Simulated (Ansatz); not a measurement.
# Ge (Cmcm) in Ansatz: settings compared

Aim: see how the results for Ge move with the level of theory and the settings. Levels: RPBE+D4, revPBE+D3(BJ), revPBE+D4, BLYP+D3(BJ), BLYP+D4. Tasks: relaxation of cell and atoms.

Program: Ansatz 0.2.0. These are calculated values, not measurements. Logs are shortened: lines on timing, memory, paths and dates and some standing lists are left out, and cuts for length are marked.

## Step 1: Starting point

It takes space group Cmcm (No. 63, orthorhombic). The conventional cell has a = 2.976 Å, b = 5.189 Å, c = 4.728 Å, α = 90.00°, β = 90.00°, γ = 90.00°. Ge (site symmetry m2m) is surrounded by 12 Ge at 2.92 to 2.99 Å.

This isn't the form of Ge at room conditions, which is diamond.

## Step 2: Relaxation of cell and atoms, RPBE+D4

Contents of input.yaml:

```yaml
crystal:
  lattice:
    - [1.488052925, -2.59468961, 0.0]
    - [1.488052925, 2.59468961, 0.0]
    - [0.0, 0.0, 4.72759579]
  atoms:
    - { symbol: Ge, position: [0.33344663, 0.66655337, 0.25] }
    - { symbol: Ge, position: [0.66655337, 0.33344663, 0.75] }
hamiltonian:
  xc: rpbe
  pseudopotentials: { kind: paw }
  dispersion: d4
kpoints:
  mp_grid: { grid: [10, 10, 6] }
scf:
  occupations: { method: fermi_dirac, width: 0.05 }
output:
  forces: true
  stress: true
  eigenvalues: true
relax:
  f_tol: 0.01
  max_steps: 40
  cell: { stress_tol: 0.05 }
```

Potentials or basis: Ansatz PAW.

On the command line:

```sh
$ ansatz run input.yaml --threads 2 --pin off --max-ram 5632MiB --backend cpu --events-out ev --progress --plain --runs-dir out
```

Output:

```text
Warning: RAYON_NUM_THREADS=2 ignored (pool sized by the plan → 2); use --threads N
Engine: ansatz 0.2.0, aarch64-unknown-linux-gnu
Pseudopotentials: kind: paw
Pseudopotential: Ge, paw, valence charge 14, recommended cutoff 420 eV (normal), Ge.paw.azcp
Functional definition: RPBE
  parameter kappa = 0.804
  parameter beta = 0.06672455060314922
  exchange = rpbe_x(kappa = kappa, mu = beta*pi^2/3)
  correlation = pbe_c(beta = beta)
Crystal: 2 atoms, lattice volume = 36.507 Å³
Basis set: ecut = 420 eV, 695 PW (Γ), exchange–correlation on 40×40×64 points (8 copies of the dense FFT grid, shifted against one another)
Bands: 18, of which v1, the nominal top of the filled ones, is band 14 counted from 1 (13 counted from 0)
Symmetry: 8 space group operations
Space group: Cmcm (ITA 63), of the structure as read, at distance tolerance 3.3e-5 Å
k-points: 124 of 600
Non-local potential: Ge, projectors of the file, l = 0: 2, l = 1: 2, l = 2: 3, l = 3: 1
PAW form: soft (Blöchl's): semilocal exchange-correlation on the pseudo side does not see the compensation charge
PAW frozen core: Ge, regenerated for the run's functional, and the local potential with it (the file was generated under x = pbe(κ = 0.804, μ = 0.2195149727645171), c = pbe(β = 0.06672455060314922))
PAW one-centre angular grid: Ge, 590 points (default); XC on 64 Gauss nodes
Initial density: superposition of atomic densities (neutral atoms: chi_scale 0, normalization atom), corrected by the library's trained network
Initial wavefunctions: pseudopotential atomic-orbital guess
Functional: x = rpbe, c = pbe(β = 0.06672455060314922)
SCF iter   1: F=—  HF=-8602.211294 eV  |F-HF|=—  |Δ(HF+E_count)|=         —  Δρ=3.21e-3  dr2=1.54e-3  ethr=1.77e-3  ⟨swp⟩=5.0  Hψ=9108  notcnv=0
preconditioner: auto → none  [metal: Δε(μ)=0.022 eV  Ē_g=23.235 eV  σ=0.050 eV  W_gap=0.11  n_scr=8 (ndim 8)  ℏωp=32.5 eV  f_vac=0.000  D(μ)=1.13/eV (n_scr^D=2)  sad-step TF]
SCF iter   2: F=—  HF=-8602.210500 eV  |F-HF|=—  |Δ(HF+E_count)|=   7.94e-4  Δρ=1.66e-3  dr2=6.55e-4  ethr=5.50e-6  ⟨swp⟩=2.0  Hψ=4952  notcnv=0
SCF iter   3: F=—  HF=-8602.210515 eV  |F-HF|=—  |Δ(HF+E_count)|=   1.57e-5  Δρ=6.29e-4  dr2=5.91e-5  ethr=2.34e-6  ⟨swp⟩=2.1  Hψ=3895  notcnv=0
SCF iter   4: F=—  HF=-8602.210593 eV  |F-HF|=—  |Δ(HF+E_count)|=   7.77e-5  Δρ=5.06e-5  dr2=4.19e-7  ethr=2.11e-7  ⟨swp⟩=2.0  Hψ=3647  notcnv=0
iter 5 did not close the SCF: its close was put off for the readings that it lacked (scf_convergence_deferred on its scf_iter line)
SCF iter   5: F=-8602.210594 eV  HF=-8602.210594 eV  |F-HF|=3.92e-9  |Δ(HF+E_count)|=   4.50e-7  Δρ=4.71e-6  dr2=7.86e-9  ethr=1.50e-9  ⟨swp⟩=2.9  Hψ=3926  notcnv=0
SCF iter   6: F=-8602.210594 eV  HF=-8602.210594 eV  |F-HF|=3.64e-11  |Δ(HF+E_count)|=   2.22e-9  Δρ=1.08e-6  dr2=2.80e-10  ethr=2.81e-11  ⟨swp⟩=1.4  Hψ=6996  notcnv=0
SCF 1 converged in 6 iterations: F = -8602.210594 eV  dr2 = 2.80e-10
relax step   1: F+E_penalty+E_count = -8602.21059354 eV  Δ(F+E_penalty+E_count) = +0.000e0 eV  max|allowed force component| = 1.342e-3 eV/Å  Δτ_max = 0.0000 Å  P = -0.147 GPa  Ω = 36.507 Å³  (6 SCF iters, dr2 threshold 1.00e-7 eV, accepted)
Crystal: 2 atoms, lattice volume = 36.314 Å³
Basis set: ecut = 420 eV, 701 PW (Γ), exchange–correlation on 40×40×64 points (8 copies of the dense FFT grid, shifted against one another)
Initial density: handed on by an earlier stage of this run
Initial wavefunctions: those handed on with the density
iter 1 solved again at ethr=1.52e-6 eV; its pass at ethr=3.10e-3 eV (dr2=4.26e-4 eV) is discarded
SCF iter   1: F=—  HF=-8602.216592 eV  |F-HF|=—  |Δ(HF+E_count)|=         —  Δρ=8.25e-4  dr2=2.77e-4  ethr=1.52e-6  ⟨swp⟩=2.0  Hψ=12027  notcnv=0
preconditioner: auto → none  [metal: Δε(μ)=0.048 eV  Ē_g=23.237 eV  σ=0.050 eV  W_gap=0.24  n_scr=8 (ndim 8)  ℏωp=32.6 eV  f_vac=0.000  D(μ)=0.94/eV (n_scr^D=2)]
SCF iter   2: F=—  HF=-8602.216552 eV  |F-HF|=—  |Δ(HF+E_count)|=   4.08e-5  Δρ=3.59e-4  dr2=4.47e-5  ethr=9.90e-7  ⟨swp⟩=1.0  Hψ=2232  notcnv=0
SCF iter   3: F=—  HF=-8602.216613 eV  |F-HF|=—  |Δ(HF+E_count)|=   6.18e-5  Δρ=4.22e-5  dr2=3.82e-7  ethr=1.60e-7  ⟨swp⟩=1.7  Hψ=2436  notcnv=0
[... 186 lines left out ...]
iter 3 did not close the SCF: its close was put off for the readings that it lacked (scf_convergence_deferred on its scf_iter line)
SCF iter   3: F=-8602.356018 eV  HF=-8602.356018 eV  |F-HF|=1.34e-9  |Δ(HF+E_count)|=   1.32e-8  Δρ=2.95e-6  dr2=1.83e-9  ethr=6.05e-10  ⟨swp⟩=2.0  Hψ=2697  notcnv=0
iter 4 did not close the SCF: its close was put off for the readings that it lacked (scf_convergence_deferred on its scf_iter line)
SCF iter   4: F=-8602.356018 eV  HF=-8602.356018 eV  |F-HF|=6.42e-10  |Δ(HF+E_count)|=   1.76e-9  Δρ=9.94e-7  dr2=2.00e-10  ethr=6.53e-12  ⟨swp⟩=2.0  Hψ=3970  notcnv=0
iter 5 did not close the SCF: its close was put off for the readings that it lacked (scf_convergence_deferred on its scf_iter line)
SCF iter   5: F=-8602.356018 eV  HF=-8602.356018 eV  |F-HF|=3.64e-12  |Δ(HF+E_count)|=  2.80e-10  Δρ=6.42e-8  dr2=8.83e-13  ethr=1.00e-12  ⟨swp⟩=2.0  Hψ=3968  notcnv=0
SCF iter   6: F=-8602.356018 eV  HF=-8602.356018 eV  |F-HF|=3.64e-12  |Δ(HF+E_count)|=    0.00e0  Δρ=1.95e-8  dr2=6.26e-14  ethr=1.00e-12  ⟨swp⟩=1.0  Hψ=4960  notcnv=0
SCF 18 converged in 6 iterations: F = -8602.356018 eV  dr2 = 6.26e-14
relax step  18: F+E_penalty+E_count = -8602.35601825 eV  Δ(F+E_penalty+E_count) = -1.774e-5 eV  max|allowed force component| = 1.636e-5 eV/Å  Δτ_max = 0.0001 Å  P = +0.011 GPa  Ω = 36.370 Å³  energy of the carried Pulay correction = -5.732e-6 eV  (6 SCF iters, dr2 threshold 1.62e-7 eV, accepted)
iter 1 solved again at ethr=8.68e-9 eV; its pass at ethr=3.10e-3 eV (dr2=2.43e-6 eV) is discarded
SCF iter   1: F=—  HF=-8602.356000 eV  |F-HF|=—  |Δ(HF+E_count)|=         —  Δρ=1.20e-6  dr2=9.90e-11  ethr=8.68e-9  ⟨swp⟩=3.0  Hψ=14933  notcnv=0
preconditioner: auto → none  [insulator: Δε(μ)=0.133 eV  Ē_g=23.624 eV  σ=0.050 eV  W_gap=0.52  n_scr=10 (ndim 8)  ℏωp=32.6 eV  f_vac=0.000  D(μ)=0.56/eV (n_scr^D=2)  ε∞_Penn≈2.9]
SCF iter   2: F=—  HF=-8602.356025 eV  |F-HF|=—  |Δ(HF+E_count)|=   2.48e-5  Δρ=8.17e-7  dr2=7.26e-11  ethr=1.00e-12  ⟨swp⟩=3.1  Hψ=4639  notcnv=0
iter 3 did not close the SCF: its close was put off for the readings that it lacked (scf_convergence_deferred on its scf_iter line)
SCF iter   3: F=-8602.356025 eV  HF=-8602.356025 eV  |F-HF|=4.00e-11  |Δ(HF+E_count)|=  1.09e-11  Δρ=4.63e-7  dr2=1.92e-11  ethr=1.00e-12  ⟨swp⟩=2.0  Hψ=3471  notcnv=0
iter 4 did not close the SCF: its close was put off for the readings that it lacked (scf_convergence_deferred on its scf_iter line)
SCF iter   4: F=-8602.356025 eV  HF=-8602.356025 eV  |F-HF|=3.64e-12  |Δ(HF+E_count)|=  4.18e-11  Δρ=5.58e-8  dr2=4.77e-13  ethr=1.00e-12  ⟨swp⟩=1.0  Hψ=2232  notcnv=0
iter 5 did not close the SCF: its close was put off for the readings that it lacked (scf_convergence_deferred on its scf_iter line)
SCF iter   5: F=-8602.356025 eV  HF=-8602.356025 eV  |F-HF|=7.28e-12  |Δ(HF+E_count)|=  1.82e-12  Δρ=4.52e-8  dr2=1.86e-13  ethr=1.00e-12  ⟨swp⟩=1.0  Hψ=2232  notcnv=0
iter 6 did not close the SCF: its close was put off for the readings that it lacked (scf_convergence_deferred on its scf_iter line)
SCF iter   6: F=-8602.356025 eV  HF=-8602.356025 eV  |F-HF|=3.64e-12  |Δ(HF+E_count)|=  3.64e-12  Δρ=1.71e-8  dr2=2.47e-14  ethr=1.00e-12  ⟨swp⟩=1.0  Hψ=2232  notcnv=0
SCF iter   7: F=-8602.356025 eV  HF=-8602.356025 eV  |F-HF|=1.82e-12  |Δ(HF+E_count)|=  1.82e-12  Δρ=1.43e-9  dr2=1.59e-16  ethr=1.00e-12  ⟨swp⟩=2.0  Hψ=6692  notcnv=0
SCF 19 converged in 7 iterations: F = -8602.356025 eV  dr2 = 1.59e-16
relax step  19: F+E_penalty+E_count = -8602.35602495 eV  Δ(F+E_penalty+E_count) = -6.702e-6 eV  max|allowed force component| = 1.639e-5 eV/Å  Δτ_max = 0.0000 Å  P = +0.012 GPa  Ω = 36.370 Å³  stress off target by 1.33e-2 GPa  SCF on the basis re-selected at this cell (its energy is not comparable with the rows above)  (7 SCF iters)
basis re-selected at this cell: Δ(F+E_penalty+E_count) = -6.702e-6 eV, ΔP = +0.000 GPa vs the last step (what re-selecting the basis moved, of the pressure what is left beyond the Pulay correction that the steps carried, after the strain that the cell walked since its last selection, with what the two solves' SCF thresholds leave and, on support functions, any second-order correction that the steps lacked; it is no measure of the basis error at this ecutwfc). This SCF's stress stands 1.33e-2 GPa from its target on what of the cell is left free (relax.cell.stress_tol is 5.00e-2 GPa) and its largest allowed force component is 1.64e-5 eV/Å (relax.f_tol is 1.00e-2 eV/Å): within both
SCF converged after 7 iterations
Free energy (F): -8602.356025 eV
Harris-Foulkes:  -8602.356025 eV  (|F-HF|=1.82e-12)
Internal energy: -8602.351089 eV  (E = F + TS)
E sigma→0 (E₀):  -8602.353557 eV
Entropy (-TS):   -0.004936 eV (-2.468 meV/atom)
Fermi energy:    11.653397 eV
--- Per-component energies (eV) ---
  E_band       = -211.281598
  E_kinetic    = 221.972073
  E_local      = -4251.675424  (includes V_loc(G=0)·N_el)
  E_nonlocal   = 832.159949
  E_hartree    = 1865.244768
  E_xc         = -151.757301
  E_vxc        = -129.532397  (∫ρ·V_xc dr)
  E_paw        = -4046.291758  (= ΣΔE_a)
  E_vpaw       = -614.695915  (= ΣTr[D̂ρ^β])
  E_aug_tail   = 0.000577  (compensation charges beyond the density's cutoff)
  E_ewald      = -3070.087467
  E_disp       = -1.552695  (pairwise vdW)
  E_core_change = -0.363813  (= ΣΔE_core)
  E_smearing   = -0.004936  (= −TS)
  E_closure    = 0.000000  (closes the sum)
  Σ components = -8602.356025   (vs F -8602.356025, Δ=0.00e0)
--- Forces (eV/Å), atoms counted from 1 ---
  atom   1  Ge     0.00000000    -0.00001639    -0.00000000
  atom   2  Ge    -0.00000000     0.00001639     0.00000000
  max |Σ_I F_I| component: 3.39e-21 eV/Å
--- Stress (GPa, compression-positive) ---
        0.010817      -0.000000      -0.000000
       -0.000000       0.010677       0.000000
       -0.000000       0.000000       0.013304
  P = ⅓ Tr σ = 0.0116 GPa (0.116 kbar)
--- Band table (eV; the first three rows and the last of 124) ---
  k-point 0: bands = ["-13.2094", "-13.0888", "-13.0887", "-13.0749", "-13.0749", "-13.0159", "-13.0159", "-12.9450", "-12.9233", "-12.9233", "-1.8570", "2.5037", "5.4437", "19.2146", "19.9474", "19.9474", "22.2874", "23.3243"]
  k-point 1: bands = ["-13.1915", "-13.0878", "-13.0878", "-13.0758", "-13.0758", "-13.0097", "-13.0097", "-12.9625", "-12.9296", "-12.9296", "-1.7067", "1.7213", "6.5391", "17.0922", "20.0981", "20.0981", "22.9387", "22.9388"]
  k-point 2: bands = ["-13.1428", "-13.0853", "-13.0853", "-13.0784", "-13.0784", "-13.0106", "-12.9929", "-12.9929", "-12.9466", "-12.9466", "-1.2560", "0.5155", "8.6787", "14.0900", "20.5398", "20.5399", "22.1032", "22.1032"]
  k-point 123: bands = ["-13.1339", "-13.1339", "-13.0428", "-13.0428", "-12.9864", "-12.9864", "-12.9709", "-12.9709", "-12.9485", "-12.9485", "4.5924", "4.5924", "7.0507", "7.0507", "15.7256", "15.7256", "16.9431", "16.9431"]
--- Relaxed structure (17 steps of the walk, 16 accepted, 2 SCFs on fresh bases) ---
  F+E_penalty+E_count = -8602.35602495 eV   max|allowed force component| = 1.639e-5 eV/Å   (the final SCF, on the basis selected at the relaxed cell)
  cell:  # Å, volume = 36.3697 Å³
    - [1.4205829804906818, -2.46052735580663, 0.0]
    - [1.4205829804906818, 2.46052735580663, 0.0]
    - [0.0, 0.0, 5.202538837264835]
  atoms:
    - { symbol: Ge, position: [0.4999884729124868, 0.5000115270875132, 0.25000000000000006] }
    - { symbol: Ge, position: [0.5000115270875132, 0.4999884729124868, 0.7500000000000001] }
```

Run time: 35 s. Hardware: 2 threads of Arm Neoverse V2, shared host; peak memory 0.36 GiB.

Results:

```yaml
Free_energy: -8602.3560 eV
Relaxed_volume: 18.18 Å³/atom
Relaxed_cell: a = 2.841 Å, b = 2.841 Å, c = 5.203 Å, α = 90.00°, β = 90.00°, γ = 120.00°
Space_group_after_relaxing_to_0.05_Å: P6/mmm (No. 191)
Energy_gained_by_relaxing: 72.7 meV/atom
Ionic_steps: 18
Pressure_after_relaxing: 0.0 GPa
Band_gap_on_the_k_mesh: none (metal or under the smearing width)
```

Step by step:
```tsv
step	energy change (eV)	largest force (eV/Å)	volume (Å³)
1	0.0000	0.0013	36.51
2	-0.0060	0.0065	36.31
3	-0.0063	0.0093	36.35
4	-0.0070	0.0110	36.38
5	-0.0100	0.0455	36.14
6	-0.0367	0.0925	36.32
7	-0.0741	0.0299	35.89
8	-0.1118	0.0616	35.48
9	-0.1186	0.0019	35.75
10	-0.1354	0.0010	37.01
11	-0.1411	0.0018	36.33
12	-0.1420	0.0054	36.03
13	-0.1442	0.0016	36.37
14	-0.1442	0.0006	36.33
15	-0.1442	0.0000	36.34
16	-0.1454	0.0000	36.34
17	-0.1454	0.0000	36.37
18	-0.1454	0.0000	36.37
```

Final structure:
```yaml
crystal:
  lattice:
    - [1.42058, -2.46053, 0.00000]
    - [1.42058, 2.46053, 0.00000]
    - [0.00000, 0.00000, 5.20254]
  atoms:
    - { symbol: Ge, position: [0.49999, 0.50001, 0.25000] }
    - { symbol: Ge, position: [0.50001, 0.49999, 0.75000] }
```

Caveat: the plane-wave basis is chosen anew once the cell has moved, so the energies of steps on either side of that aren't comparable; pairwise dispersion overbinds metals, which lowers pressure and volume; the PAW data sets come from PBE, with cores solved anew for the run's functional, which leaves a small shift of forces and pressure.

## Step 3: Relaxation of cell and atoms, revPBE+D3(BJ)

Changes to input.yaml since step 2:

```diff
@@ -9,5 +9,5 @@
 hamiltonian:
-  xc: rpbe
+  xc: revpbe
   pseudopotentials: { kind: paw }
-  dispersion: d4
+  dispersion: d3bj
 kpoints:
@@ -20,2 +20,6 @@
   eigenvalues: true
+  write_density: true
+  write_potential: true
+  elf: true
+  volumetric_format: npy
 relax:
```

Potentials or basis: Ansatz PAW.

On the command line:

```sh
$ ansatz run input.yaml --threads 2 --pin off --max-ram 5632MiB --backend cpu --events-out ev --progress --plain --runs-dir out
```

It took 42 s on 2 threads of Arm Neoverse V2, shared host; peak memory 0.37 GiB.

The run converged. Its results:

* Free energy: -8598.9359 eV
* Relaxed volume: 18.15 Å³/atom
* Relaxed cell: a = 2.838 Å, b = 2.838 Å, c = 5.204 Å, α = 90.00°, β = 90.00°, γ = 119.99°
* Space group after relaxing (to 0.05 Å): P6/mmm (No. 191)
* Energy gained by relaxing: 72.3 meV/atom
* Ionic steps: 19
* Pressure after relaxing: 0.0 GPa
* Band gap on the k mesh: none (metal or under the smearing width)

The path:
```
step  energy change (eV)  largest force (eV/Å)  volume (Å³)
   1              0.0000                0.0007        36.51
   2             -0.0069                0.0064        35.90
   3             -0.0073                0.0085        36.11
   4             -0.0076                0.0101        36.14
   5             -0.0079                0.0119        36.05
   6             -0.0082                0.0107        35.99
   7             -0.0129                0.0410        35.76
   8             -0.0238                0.1109        35.87
   9             -0.0551                0.0332        35.78
  10             -0.1148                0.0316        36.00
  11             -0.1302                0.0014        36.55
  12             -0.1371                0.0069        36.68
  13             -0.1400                0.0053        36.42
  14             -0.1430                0.0035        36.34
  15             -0.1435                0.0024        36.27
  16             -0.1435                0.0010        36.27
  17             -0.1446                0.0010        36.27
  18             -0.1446                0.0003        36.31
  19             -0.1446                0.0003        36.31
```

Final structure:
```yaml
crystal:
  lattice:
    - [1.41936, -2.45771, 0.00000]
    - [1.41936, 2.45771, 0.00000]
    - [0.00000, 0.00000, 5.20419]
  atoms:
    - { symbol: Ge, position: [0.49975, 0.50025, 0.25000] }
    - { symbol: Ge, position: [0.50025, 0.49975, 0.75000] }
```

Levels at points of the mesh, in eV from the Fermi level:
```csv
k point,band 11,band 12,band 13,band 14,band 15,band 16,band 17,band 18
"(0.00, 0.00, 0.00)",-13.53,-9.18,-6.22,7.53,8.31,8.32,10.64,11.68
"(0.00, 0.00, -0.50)",-12.18,-12.18,-0.43,-0.43,9.60,9.60,9.60,9.60
"(0.00, -0.50, 0.00)",-8.40,-5.89,-3.59,-2.40,-2.15,3.31,4.03,7.38
"(0.00, -0.50, -0.50)",-7.07,-7.07,-4.61,-4.61,4.06,4.06,5.30,5.30
"(-0.50, -0.50, 0.00)",-8.39,-5.89,-3.59,-2.40,-2.15,3.31,4.03,7.38
"(-0.50, -0.50, -0.50)",-7.06,-7.06,-4.61,-4.61,4.06,4.06,5.29,5.29
```

Caveat: the plane-wave basis is chosen anew once the cell has moved, so the energies of steps on either side of that aren't comparable; pairwise dispersion overbinds metals, which lowers pressure and volume; the PAW data sets come from PBE, with cores solved anew for the run's functional, which leaves a small shift of forces and pressure.

## Step 4: Relaxation of cell and atoms, revPBE+D4

Changes to input.yaml since step 3:

```diff
@@ -11,3 +11,3 @@
   pseudopotentials: { kind: paw }
-  dispersion: d3bj
+  dispersion: d4
 kpoints:
```

On the command line:

```sh
$ ansatz run input.yaml --threads 2 --pin off --max-ram 5632MiB --backend cpu --events-out ev --progress --plain --runs-dir out
```

Run time: 40 s. Hardware: 2 threads of Arm Neoverse V2, shared host; peak memory 0.37 GiB.

The run converged. Its results:

```yaml
Free_energy: -8598.8676 eV
Relaxed_volume: 18.29 Å³/atom
Relaxed_cell: a = 2.846 Å, b = 2.846 Å, c = 5.215 Å, α = 90.00°, β = 90.00°, γ = 120.00°
Space_group_after_relaxing_to_0.05_Å: P6/mmm (No. 191)
Energy_gained_by_relaxing: 73.8 meV/atom
Ionic_steps: 17
Pressure_after_relaxing: 0.0 GPa
Band_gap_on_the_k_mesh: none (metal or under the smearing width)
```

The path:
| step | energy change (eV) | largest force (eV/Å) | volume (Å³) |
| --- | --- | --- | --- |
| 1 | 0.0000 | 0.0009 | 36.51 |
| 2 | -0.0058 | 0.0056 | 36.45 |
| 3 | -0.0061 | 0.0079 | 36.41 |
| 4 | -0.0066 | 0.0090 | 36.39 |
| 5 | -0.0089 | 0.0361 | 36.19 |
| 6 | -0.0344 | 0.0996 | 36.50 |
| 7 | -0.0701 | 0.0227 | 36.26 |
| 8 | -0.1188 | 0.0780 | 36.69 |
| 9 | -0.1329 | 0.0012 | 36.81 |
| 10 | -0.1411 | 0.0023 | 36.70 |
| 11 | -0.1454 | 0.0075 | 36.71 |
| 12 | -0.1462 | 0.0031 | 36.53 |
| 13 | -0.1463 | 0.0017 | 36.53 |
| 14 | -0.1463 | 0.0002 | 36.55 |
| 15 | -0.1477 | 0.0002 | 36.55 |
| 16 | -0.1477 | 0.0000 | 36.59 |
| 17 | -0.1477 | 0.0000 | 36.59 |

Final structure:
```
CELL_PARAMETERS angstrom
1.42318 -2.46501 0.00000
1.42318 2.46501 0.00000
0.00000 0.00000 5.21489
ATOMIC_POSITIONS crystal
Ge 0.50001 0.49999 0.25000
Ge 0.49999 0.50001 0.75000
```

Levels at points of the mesh, in eV from the Fermi level:
```tsv
k point	band 11	band 12	band 13	band 14	band 15	band 16	band 17	band 18
(0.00, 0.00, 0.00)	-13.46	-9.14	-6.17	7.50	8.24	8.24	10.61	11.57
(0.00, 0.00, -0.50)	-12.12	-12.12	-0.42	-0.42	9.52	9.52	9.52	9.52
(0.00, -0.50, 0.00)	-8.38	-5.84	-3.62	-2.37	-2.13	3.33	4.00	7.33
(0.00, -0.50, -0.50)	-7.06	-7.06	-4.57	-4.57	4.03	4.03	5.26	5.26
(-0.50, -0.50, 0.00)	-8.38	-5.84	-3.62	-2.37	-2.13	3.33	4.00	7.33
(-0.50, -0.50, -0.50)	-7.06	-7.06	-4.57	-4.57	4.03	4.03	5.26	5.26
```

Caveat: the plane-wave basis is chosen anew once the cell has moved, so the energies of steps on either side of that aren't comparable; pairwise dispersion overbinds metals, which lowers pressure and volume; the PAW data sets come from PBE, with cores solved anew for the run's functional, which leaves a small shift of forces and pressure.

(Continued in part 2 of 2.)
